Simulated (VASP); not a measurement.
# CdTe (F-43m) in VASP: band structure with PBE

Aim: the band structure of CdTe with PBE.

Everything below comes from runs of VASP 6.6.1. Logs are shortened: lines on timing, memory, paths and dates and some standing lists are left out, and cuts for length are marked.

### 1 The crystal as given

Symmetry: F-43m, No. 216, cubic system. The conventional cell has a = 6.628 Å, b = 6.628 Å, c = 6.628 Å, α = 90.00°, β = 90.00°, γ = 90.00°. Cd (site symmetry -43m) is surrounded by 4 Te at 2.87 Å. Te (site symmetry -43m) is surrounded by 4 Cd at 2.87 Å.

### 2 Band structure, PBE, non-collinear spin, zero start, spin-orbit coupling

INCAR

```
SYSTEM = CdTe
ALGO = Normal
EDIFF = 1E-7
ENCUT = 520
GGA = PE
GGA_COMPAT = .False.
ISIF = 2
ISMEAR = 0
KPAR = 4
LASPH = .True.
LCHARG = .False.
LORBIT = 11
LREAL = .False.
LSORBIT = .True.
LWAVE = .False.
MAGMOM = 0 0 0 0 0 0
NBANDS = 30
NELM = 100
PREC = Accurate
SIGMA = 0.02
```

KPOINTS

```
k-points
0
Gamma
  8 8 8
  0 0 0
```

POSCAR

```
CdTe                                    
1.0
    0.0000000000      3.3139830335      3.3139830335
    3.3139830335      0.0000000000      3.3139830335
    3.3139830335      3.3139830335      0.0000000000
  Cd              Te            
     1     1
Direct
     0.0000000000000000    0.0000000000000000    1.0000000000000000
     0.2500000000000000    0.2500000000000000    0.2500000000000000
```

KPOINTS_OPT

```
path GXWKGLUWLK,UX
15
line-mode
reciprocal
 0.0000000000  0.0000000000  0.0000000000  G
 0.5000000000  0.0000000000  0.5000000000  X

 0.5000000000  0.0000000000  0.5000000000  X
 0.5000000000  0.2500000000  0.7500000000  W

 0.5000000000  0.2500000000  0.7500000000  W
 0.3750000000  0.3750000000  0.7500000000  K

 0.3750000000  0.3750000000  0.7500000000  K
 0.0000000000  0.0000000000  0.0000000000  G

 0.0000000000  0.0000000000  0.0000000000  G
 0.5000000000  0.5000000000  0.5000000000  L

 0.5000000000  0.5000000000  0.5000000000  L
 0.6250000000  0.2500000000  0.6250000000  U

 0.6250000000  0.2500000000  0.6250000000  U
 0.5000000000  0.2500000000  0.7500000000  W

 0.5000000000  0.2500000000  0.7500000000  W
 0.5000000000  0.5000000000  0.5000000000  L

 0.5000000000  0.5000000000  0.5000000000  L
 0.3750000000  0.3750000000  0.7500000000  K

 0.6250000000  0.2500000000  0.6250000000  U
 0.5000000000  0.0000000000  0.5000000000  X
```

Potentials or basis: VASP PAW PBE potentials, release 64 (Cd, Te).

The run is started by

```
$ cat potpaw_PBE.64/Cd/POTCAR potpaw_PBE.64/Te/POTCAR > POTCAR
$ mpirun -np 4 vasp_ncl > vasp.out
```

OUTCAR:

```text
SYSTEM = CdTe
   EDIFF = 1E-7
   ENCUT = 520
   GGA = PE
   ISIF = 2
   ISMEAR = 0
   LASPH = .True.
   LORBIT = 11
   LREAL = .False.
   LSORBIT = .True.
   NELM = 100
   PREC = Accurate

 ion  position               nearest neighbor table
   1  0.000  0.000  0.000-   2 2.87   2 2.87   2 2.87   2 2.87
   2  0.250  0.250  0.250-   1 2.87   1 2.87   1 2.87   1 2.87

  LATTYP: Found a face centered cubic cell.
 ALAT       =     6.6279660670

  Lattice vectors:

 A1 = (   0.0000000000,   3.3139830335,   3.3139830335)
 A2 = (   3.3139830335,   0.0000000000,   3.3139830335)
 A3 = (   3.3139830335,   3.3139830335,   0.0000000000)

Analysis of symmetry for initial positions (statically):
=====================================================================
 Subroutine PRICEL returns:
 Original cell was already a primitive cell.

 Routine SETGRP: Setting up the symmetry group for a
 face centered cubic supercell.

 Subroutine GETGRP returns: Found 24 space group operations
 (whereof 24 operations were pure point group operations)
 out of a pool of 48 trial point group operations.

The static configuration has the point symmetry T_d .

Analysis of symmetry for dynamics (positions and initial velocities):
=====================================================================
 Subroutine PRICEL returns:
 Original cell was already a primitive cell.

 Routine SETGRP: Setting up the symmetry group for a
 face centered cubic supercell.

 Subroutine GETGRP returns: Found 24 space group operations
 (whereof 24 operations were pure point group operations)
 out of a pool of 48 trial point group operations.

The dynamic configuration has the point symmetry T_d .

Analysis of structural, dynamic, and magnetic symmetry:
=====================================================================
 Subroutine PRICEL returns:
 Original cell was already a primitive cell.

 Routine SETGRP: Setting up the symmetry group for a
 face centered cubic supercell.

 Subroutine GETGRP returns: Found 24 space group operations
 (whereof 24 operations were pure point group operations)
 out of a pool of 48 trial point group operations.

The overall configuration has the point symmetry T_d .

 Subroutine INISYM returns: Found 24 space group operations
 (whereof 24 operations are pure point group operations),
 and found     1 'primitive' translations

----------------------------------------------------------------------------------------

                                     Primitive cell

  volume of cell :      72.7915

  direct lattice vectors                    reciprocal lattice vectors
     0.000000000  3.313983034  3.313983034    -0.150875848  0.150875848  0.150875848
     3.313983034  0.000000000  3.313983034     0.150875848 -0.150875848  0.150875848
     3.313983034  3.313983034  0.000000000     0.150875848  0.150875848 -0.150875848

  length of vectors
     4.686679751  4.686679751  4.686679751     0.261324634  0.261324634  0.261324634

  position of ions in fractional coordinates (direct lattice)
     0.000000000  0.000000000  0.000000000
     0.250000000  0.250000000  0.250000000

  ion indices of the primitive-cell ions
   primitive index   ion index
                 1           1
                 2           2

----------------------------------------------------------------------------------------

 KPOINTS: k-points

Automatic generation of k-mesh.
 Grid dimensions read from file:
 generate k-points for:    8    8    8

 Generating k-lattice:

  Cartesian coordinates                     Fractional coordinates (reciprocal lattice)
    -0.018859481  0.018859481  0.018859481     0.125000000  0.000000000  0.000000000
     0.018859481 -0.018859481  0.018859481     0.000000000  0.125000000  0.000000000
     0.018859481  0.018859481 -0.018859481     0.000000000  0.000000000  0.125000000

  Length of vectors
     0.032665579  0.032665579  0.032665579

  Shift w.r.t. Gamma in fractional coordinates (k-lattice)
     0.000000000  0.000000000  0.000000000

 Subroutine IBZKPT returns following result:
 ===========================================

 Found     43 irreducible k-points:

[... 44 lines left out ...]
   NELM   =    100;   NELMIN=  2; NELMDL= -5     # of ELM steps
   EDIFF  = 0.1E-06   stopping-criterion for ELM
   LREAL  =      F    real-space projection
   EDIFFG = 0.1E-05   stopping-criterion for IOM
   NSW    =      0    number of steps for IOM
   IBRION =     -1    ionic relax: 0-MD 1-quasi-New 2-CG
   NFREE  =      0    steps in history (QN), initial steepest desc. (CG)
   ISIF   =      2    stress and relaxation
   ISYM   =      2    0-nonsym 1-usesym 2-fastsym
   POTIM  = 0.5000    time-step for ionic-motion
   TEBEG  =    0.0;   TEEND  =   0.0 temperature during run
   PSTRESS=    0.0 pullay stress
   NELECT =      18.0000    total number of electrons
   NUPDOWN=      -1.0000    fix difference up-down
   EMIN   =  10.00;   EMAX   =-10.00  energy-range for DOS
   EFERMI =   0.00;   METHOD = LEGACY
   ISMEAR =     0;   SIGMA  =   0.02  broadening in eV -4-tet -1-fermi 0-gaus
   EFERMI_NEDOS =   21; number of points for ismear=-14 and -15
   IALGO  =     38    algorithm
   IMIX   =      4    mixing-type and parameters
     AMIX     =   0.40;   BMIX     =  1.00
     AMIX_MAG =   1.60;   BMIX_MAG =  1.00
  volume/ion in A,a.u.               =      36.40       245.61
  Fermi-wavevector in a.u.,A,eV,Ry     =   1.027556  1.941799 14.365994  1.055871
  Thomas-Fermi vector in A             =   2.161507
   LORBIT       =     11    0 simple, 1 ext, 2 COOP (PROOUT), +10 PAW based schemes
   GGA     = PE    functional components
   LHFCALC =     F    Hartree Fock is set to
   AEXX    =    0.0000 exact exchange contribution
   IVDW    =     0    specifies the selected vdW correction
   LEPSILON=     F    determine dielectric tensor
   LRPA    =     F    only Hartree local field effects (RPA)
 Gauss-broadening in eV      SIGMA  =   0.02
  energy-cutoff  :      520.00
  volume of cell :       72.79
 maximum number of plane-waves:      3944
   NGX = 17   NGY = 17   NGZ = 17

 number of electron      18.0000000 magnetization       0.0000000      0.0000000      0.0000000

 number of electron      18.0000005 magnetization       0.0000000     -0.0000000      0.0000000

 number of electron      18.0000005 magnetization      -0.0000000      0.0000000     -0.0000000

 Free energy of the ion-electron system (eV)
  ---------------------------------------------------
  ext. energy  EPLUGINS =         0.00000000
  ---------------------------------------------------
  free energy    TOTEN  =        -4.93970384 eV

  energy without entropy =       -4.93970384  energy(sigma->0) =       -4.93970384

 E-fermi :   2.1194     XC(G=0):  -8.2896

 val. band max:        2.0280387346   @ k =   0.0000   0.0000   0.0000
 cond. band min:       2.3326358127   @ k =   0.0000   0.0000   0.0000
 fundamental gap:      0.3045970781
 Fermi energy:         2.1193986314

 k-point     1 :       0.0000    0.0000    0.0000
  band No.  band energies     occupation
      1      -9.0438      1.00000
      2      -9.0438      1.00000
      3      -6.6445      1.00000
      4      -6.6445      1.00000
      5      -6.6445      1.00000
      6      -6.6445      1.00000
[... 781 lines left out ...]
     29      12.0834      0.00000
     30      12.0922      0.00000

 [... further k-points ...]

------------------------ aborting loop because EDIFF is reached ----------------------------------------

  FORCE on cell =-STRESS in cart. coord.  units (eV):
  Direction    XX          YY          ZZ          XY          YZ          ZX
  --------------------------------------------------------------------------------------
  -------------------------------------------------------------------------------------
  Total        0.0003642      0.0003642      0.0003642     -0.0000000      0.0000000     -0.0000000
  in kB        0.0080165      0.0080165      0.0080165     -0.0000000      0.0000000     -0.0000000
  external PRESSURE =       0.0080165 kB  Pullay stress =       0.0000000 kB

 VOLUME and BASIS-vectors are now :
 -----------------------------------------------------------------------------
  energy-cutoff  :      520.00
  volume of cell :       72.79
      direct lattice vectors                 reciprocal lattice vectors
     0.000000000  3.313983034  3.313983034    -0.150875848  0.150875848  0.150875848
     3.313983034  0.000000000  3.313983034     0.150875848 -0.150875848  0.150875848
     3.313983034  3.313983034  0.000000000     0.150875848  0.150875848 -0.150875848

 POSITION                                       TOTAL-FORCE (eV/Angst)
 -----------------------------------------------------------------------------------
      0.00000      0.00000      0.00000        -0.000000     -0.000000     -0.000000
      1.65699      1.65699      1.65699         0.000000      0.000000      0.000000
 -----------------------------------------------------------------------------------
    total drift:                               -0.000000     -0.000000     -0.000000

  FREE ENERGIE OF THE ION-ELECTRON SYSTEM (eV)
  ---------------------------------------------------
  free  energy   TOTEN  =        -4.9397038427 eV

  energy  without entropy=       -4.9397038427  energy(sigma->0) =       -4.93970384

 Spin-Orbit-Coupling matrix elements

 Ion:    1  E_soc:     -0.0592135
 l=   1
     0.0000000    -0.0029379    -0.0029379
    -0.0029379     0.0000000    -0.0029379
    -0.0029379    -0.0029379     0.0000000
 l=   2
     0.0000000    -0.0013850     0.0000000    -0.0013850    -0.0055460
    -0.0013850     0.0000000    -0.0041595    -0.0013850    -0.0013865
     0.0000000    -0.0041595     0.0000000    -0.0041595     0.0000000
    -0.0013850    -0.0013850    -0.0041595     0.0000000    -0.0013865
    -0.0055460    -0.0013865     0.0000000    -0.0013865     0.0000000
 l=   3
     0.0000000     0.0000000     0.0000000     0.0000000     0.0000000     0.0000000     0.0000000
     0.0000000     0.0000000     0.0000000     0.0000000     0.0000000     0.0000000     0.0000000
     0.0000000     0.0000000     0.0000000     0.0000000     0.0000000     0.0000000     0.0000000
     0.0000000     0.0000000     0.0000000     0.0000000     0.0000000     0.0000000     0.0000000
     0.0000000     0.0000000     0.0000000     0.0000000     0.0000000     0.0000000     0.0000000
     0.0000000     0.0000000     0.0000000     0.0000000     0.0000000     0.0000000     0.0000000
     0.0000000     0.0000000     0.0000000     0.0000000     0.0000000     0.0000000     0.0000000

 Ion:    2  E_soc:     -0.1987545
 l=   1
     0.0000000    -0.0330617    -0.0330617
    -0.0330617     0.0000000    -0.0330617
    -0.0330617    -0.0330617     0.0000000
 l=   2
     0.0000000    -0.0000271     0.0000000    -0.0000271    -0.0000369
    -0.0000271     0.0000000    -0.0000277    -0.0000271    -0.0000092
     0.0000000    -0.0000277     0.0000000    -0.0000277     0.0000000
    -0.0000271    -0.0000271    -0.0000277     0.0000000    -0.0000092
    -0.0000369    -0.0000092     0.0000000    -0.0000092     0.0000000
 l=   3
     0.0000000     0.0000000     0.0000000     0.0000000     0.0000000     0.0000000     0.0000000
     0.0000000     0.0000000     0.0000000     0.0000000     0.0000000     0.0000000     0.0000000
     0.0000000     0.0000000     0.0000000     0.0000000     0.0000000     0.0000000     0.0000000
     0.0000000     0.0000000     0.0000000     0.0000000     0.0000000     0.0000000     0.0000000
     0.0000000     0.0000000     0.0000000     0.0000000     0.0000000     0.0000000     0.0000000
     0.0000000     0.0000000     0.0000000     0.0000000     0.0000000     0.0000000     0.0000000
     0.0000000     0.0000000     0.0000000     0.0000000     0.0000000     0.0000000     0.0000000

 total charge

# of ion       s       p       d       tot
------------------------------------------
    1        0.463   0.281   9.533  10.277
    2        1.354   2.029   0.017   3.401
--------------------------------------------------
tot          1.817   2.311   9.550  13.678

 magnetization (x)

# of ion       s       p       d       tot
------------------------------------------
    1       -0.000   0.000   0.000   0.000
    2        0.000   0.000   0.000   0.000
--------------------------------------------------
tot         -0.000   0.000   0.000   0.000

 magnetization (y)

# of ion       s       p       d       tot
------------------------------------------
    1        0.000   0.000   0.000   0.000
    2        0.000   0.000   0.000   0.000
--------------------------------------------------
tot          0.000   0.000   0.000   0.000

 magnetization (z)

# of ion       s       p       d       tot
------------------------------------------
    1        0.000   0.000  -0.000   0.000
    2       -0.000   0.000  -0.000  -0.000
--------------------------------------------------
tot          0.000   0.000  -0.000   0.000
```

Wall time 3 min (4 MPI ranks of Intel Xeon Platinum 8559C (Emerald Rapids), shared host); peak memory 0.49 GiB.

What came out:

| Property | Result |
| --- | --- |
| Free energy | -4.9397 eV |
| Pressure | 0.0 GPa |
| Net moment | 0.00 μB per cell |
| Valence electrons inside the program's atomic spheres | Cd 10.28; Te 3.40 |

Moments on the atoms (μB; x, y, z):
```
Cd  0.00 0.00 0.00
Te  0.00 0.00 0.00
```
